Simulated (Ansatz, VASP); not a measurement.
WS2 in VASP and in Ansatz

INCAR

```
SYSTEM = WS2
  PREC = Accurate
  ENCUT = 520
  EDIFF = 1E-6
  ISMEAR = 0
  SIGMA = 0.05
  LREAL = .False.
  LASPH = .True.
  NELM = 150
  ALGO = Normal
  ISIF = 2
  LWAVE = .False.
  LCHARG = .True.
  ISPIN = 2
  MAGMOM = -0.13 -0.13 0.04 0.04 0.04 0.04
  LORBIT = 11
  LMAXMIX = 4
  LDAU = .True.
  LDAUTYPE = 1
  LDAUL = 2 -1
  LDAUU = 8 0
  LDAUJ = 0.9 0
  LDAUPRINT = 1
  GGA = PE
  LELF = .True.
  LVHAR = .True.
  NBANDS = 39
```

File KPOINTS:

```
Automatic mesh
0
Gamma
  7 7 2
  0 0 0
```

The input POSCAR:

```
WS2
1.0
    3.1799994900      0.0000000000      0.0000000000
   -1.5899997400      2.7539603400      0.0000000000
    0.0000000000      0.0000000000     12.4999993200
W S
2 4
Direct
    0.3333333333      0.6666666667      0.2500000000
    0.6666666667      0.3333333333      0.7500000000
    0.3333333333      0.6666666667      0.6200000000
    0.6666666667      0.3333333333      0.1200000000
    0.3333333333      0.6666666667      0.8800000000
    0.6666666667      0.3333333333      0.3800000000
```

Input for Ansatz:

```yaml
crystal:
  lattice:
    - [3.17999949, 0.0, 0.0]
    - [-1.58999974, 2.75396034, 0.0]
    - [0.0, 0.0, 12.49999932]
  atoms:
    - { symbol: W, position: [0.3333333333, 0.6666666667, 0.25], spin: 0.3 }
    - { symbol: W, position: [0.6666666667, 0.3333333333, 0.75], spin: 0.3 }
    - { symbol: S, position: [0.3333333333, 0.6666666667, 0.62] }
    - { symbol: S, position: [0.6666666667, 0.3333333333, 0.12] }
    - { symbol: S, position: [0.3333333333, 0.6666666667, 0.88] }
    - { symbol: S, position: [0.6666666667, 0.3333333333, 0.38] }
basis:
  ecutwfc: 420
  ecutrho_ratio: 4
kpoints:
  mp_grid: { grid: [7, 7, 2] }
hamiltonian:
  xc: pbe
  hubbard:
    sites:
      - { site: 0, l: d, u: 8.0, j: 0.9, starting_ns: [{ spin: up, occupation_matrix: s0up }, { spin: down, occupation_matrix: s0down }] }
      - { site: 1, l: d, u: 8.0, j: 0.9, starting_ns: [{ spin: up, occupation_matrix: s1up }, { spin: down, occupation_matrix: s1down }] }
    occupation_matrices:
      s0up:
        matrix:
          - [0.02, 0.0, 0.0, 0.0, 0.0]
          - [0.0, 0.02, 0.0, 0.0, 0.0]
          - [0.0, 0.0, 0.02, 0.0, 0.0]
          - [0.0, 0.0, 0.0, 0.97, 0.0]
          - [0.0, 0.0, 0.0, 0.0, 0.02]
      s0down:
        matrix:
          - [0.02, 0.0, 0.0, 0.0, 0.0]
          - [0.0, 0.97, 0.0, 0.0, 0.0]
          - [0.0, 0.0, 0.02, 0.0, 0.0]
          - [0.0, 0.0, 0.0, 0.02, 0.0]
          - [0.0, 0.0, 0.0, 0.0, 0.02]
      s1up:
        matrix:
          - [0.02, 0.0, 0.0, 0.0, 0.0]
          - [0.0, 0.02, 0.0, 0.0, 0.0]
          - [0.0, 0.0, 0.02, 0.0, 0.0]
          - [0.0, 0.0, 0.0, 0.97, 0.0]
          - [0.0, 0.0, 0.0, 0.0, 0.02]
      s1down:
        matrix:
          - [0.02, 0.0, 0.0, 0.0, 0.0]
          - [0.0, 0.97, 0.0, 0.0, 0.0]
          - [0.0, 0.0, 0.02, 0.0, 0.0]
          - [0.0, 0.0, 0.0, 0.02, 0.0]
          - [0.0, 0.0, 0.0, 0.0, 0.02]
    ns_hold: { iters: 12 }
scf:
  occupations: { method: gaussian, width: 0.05 }
  lower_state_search: "off"
  max_iter: 150
output:
  forces: true
  stress: true
  eigenvalues: true
  populations: true
  hubbard: { sites: [{ site: 0, l: d }, { site: 1, l: d }] }
magnetization:
  spin_polarized: true
```

Alike in both runs: task single point; functional PBE; k mesh 7 × 7 × 2; occupations gaussian, width 0.05 eV; collinear spin; Hubbard terms W d U = 8.0 eV, J = 0.9 eV.

```csv
,VASP,Ansatz
version,VASP 6.6.1,Ansatz 0.2.0
potentials or method,"VASP PAW PBE potentials, release 64 (W_sv, S)","scalar-relativistic, plane waves, PAW"
plane-wave cutoff (eV),520,420
valence electrons in the cell,52,52
```

Ansatz gave:

* gap on the k mesh at the Fermi level (eV): none
* pressure (GPa): 5.8
* largest component of the traceless stress (GPa): 8.00
* rms of the force components (eV/Å): 0.308
* net moment per atom (μB): 0.03
* size of the moment on the site where the two differ most (μB): 0.12

**Question.** Which values does VASP return?

**Answer.** gap on the k mesh at the Fermi level (eV): 1.13; pressure (GPa): 2.2; largest component of the traceless stress (GPa): 2.87; rms of the force components (eV/Å): 0.190; net moment per atom (μB): 0.00; size of the moment on the site where the two differ most (μB): 0.00.

Site moments also hang on the region over which each program counts them. The programs project onto different local orbitals, so the same U acts differently. Atom by atom the forces differ by 0.174 eV/Å (rms over components). A gap of «none» marks a metal or a gap that the smearing closes. Ansatz warned: «filled_band_counts_differ_across_k_points».

Caveats: spin-orbit coupling is left out, which moves the levels of the heavy elements; an odd mesh through Γ misses points on the zone boundary, where band edges often lie; this functional lacks dispersion, which binds the layers, so the pressure and a relaxed spacing across them are unreliable. The state reached can hang on the start; a lower one may exist.
